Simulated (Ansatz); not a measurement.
Zincblende NaI, relaxed with r2SCAN, was run in the plane-wave code Ansatz under altered settings. All numbers are computed, without spin polarisation but where a row says otherwise.

```yaml
crystal:
  lattice:
    - [0.00000, 3.54319, 3.54319]
    - [3.54319, 0.00000, 3.54319]
    - [3.54319, 3.54319, 0.00000]
  atoms:
    - { symbol: Na, position: [0.00000, 0.00000, 0.00000] }
    - { symbol: I, position: [0.25000, 0.25000, 0.25000] }
```

The base run's other keys:
```yaml
kpoints:
  mp_grid: { grid: [4, 4, 4] }
hamiltonian:
  xc: hse06
scf:
  occupations: { method: fixed }
  n_extra_bands: 4
```

It takes 10 iterations with 1807 plane waves at 420 eV and 8 k points, and leaves a mean stress of +0.19 GPa. The gap over this mesh is 4.812 eV. It ran on 4 threads of Arm Neoverse N1 (shared host).

Outcomes, with energy and stress as changes against the base:
```csv
setting,outcome,ΔF (meV/atom),Δ mean stress (GPa),gap on the mesh (eV),iterations,wall time
"PBE hybrid, exx coeff 1.0, omega 0.1 1/Å",converged,–,-0.5,9.303,17,20 s
hamiltonian.xc: r2scan50 (cutoff then 500 eV),converged,–,-0.3,7.199,15,27 s
"PBE hybrid, exx coeff 0.1, unscreened",converged,–,+0.1,4.494,9,14 s
hamiltonian.xc: lc_wpbe,converged,–,-0.2,9.649,14,21 s
scf.exx.max_outer_iter: 1,refused,–,–,–,–,1.3 s
basis.ecutwfc: 900,converged,-1.1,0.0,4.812,11,64 s
```
A dash marks a value that wasn't obtained or can't be compared. Stress is positive in compression. The base took 16 s.

- PBE hybrid, exx coeff 1.0, omega 0.1 1/Å. That is 100 % exact exchange, screened with ω = 0.1 1/Å, against HSE06's 25 % screened at 0.208 1/Å. The mean stress moves by -0.5 GPa and the gap on the mesh by +4.491 eV (to 9.303). Totals of different functionals aren't comparable. The program warns that on this mesh the truncation of the exchange isn't bounded, so part of the change can be an error of the mesh.
- hamiltonian.xc: r2scan50. The cutoff follows the functional, from 420 to 500 eV. The mean stress moves by -0.3 GPa and the gap on the mesh by +2.387 eV (to 7.199). It's another functional on the same cell, so totals aren't comparable.
- PBE hybrid, exx coeff 0.1, unscreened. That is 10 % exact exchange, at all ranges, against HSE06's 25 % screened at 0.208 1/Å. The mean stress moves by +0.1 GPa and the gap on the mesh by -0.319 eV (to 4.494). Totals of different functionals aren't comparable.
- hamiltonian.xc: lc_wpbe. The mean stress moves by -0.2 GPa and the gap on the mesh by +4.837 eV (to 9.649). It's another functional on the same cell, so totals aren't comparable.
- scf.exx.max_outer_iter: 1. The input is refused before any iteration. Error: invalid value for `scf.exx.max_outer_iter`: an exchange loop that starts behind the semilocal warm-up accepts no state before cycle 2, and this deck runs one: type 2 or more, or drop the key

Spin-orbit coupling is left out, which matters wherever the heavy atoms make up the band edges.

The stress of a hybrid is loosely converged in these runs.

The meshes of the hybrids are coarse, so their gaps aren't converged to the digits shown.
